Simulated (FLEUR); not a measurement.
# KTaO3 under changes of volume

One of the cells (12.688 Å³/atom); the others are scaled copies at fixed shape and fractional positions:

```xyz
5
Lattice="3.9883 0.0000 0.0000 0.0000 3.9883 0.0000 0.0000 0.0000 3.9883" Properties=species:S:1:pos:R:3 pbc="T T T"
Ta    0.0000    0.0000    0.0000
K     1.9942    1.9942    1.9942
O     0.0000    0.0000    1.9942
O     0.0000    1.9942    0.0000
O     1.9942    0.0000    0.0000
```

- Program: FLEUR MaX-R8.1 (later development tree)
- Functional: SCAN
- Potentials or basis: all-electron
- Basis: FLAPW
- Kmax: 5.58 1/bohr
- k mesh: 7 × 7 × 7
- Occupations: fermi-dirac, width 0.05 eV
- Spin: no spin polarisation

```csv
volume (Å³/atom),energy over the lowest point (meV/atom),gap on the mesh (eV)
11.927,26.15,2.81
12.180,?,?
12.688,0.00,2.66
13.196,15.22,2.57
13.449,32.16,2.52
```

Q: What does the run at 12.180 Å³/atom give?

A: Energy over the lowest point 9.99 meV/atom; gap on the mesh 2.75 eV.

Worked out: A Birch-Murnaghan fit of order 2 (a polynomial in V^(-2/3)) to the other rows has its minimum at 12.61 Å³/atom with B0 = V·E''(V) = 209 GPa. It gives 9.75 meV/atom at 12.180 Å³/atom, against the run's 9.99. A straight line through the other rows of the gap, of slope -2.4 eV per unit of ln V, gives 2.76 eV, against the run's 2.75.

Energies are extrapolated to zero smearing.

Caveats: the cutoff is high for the widest sphere, where the basis turns nearly dependent and energies can drift low; the meta-GGA is that of a development version, with a GGA for the radial functions and cores and without core tails; spin-orbit coupling is left out, which moves the levels of the heavy elements; an odd mesh through Γ misses points on the zone boundary, where band edges often lie.
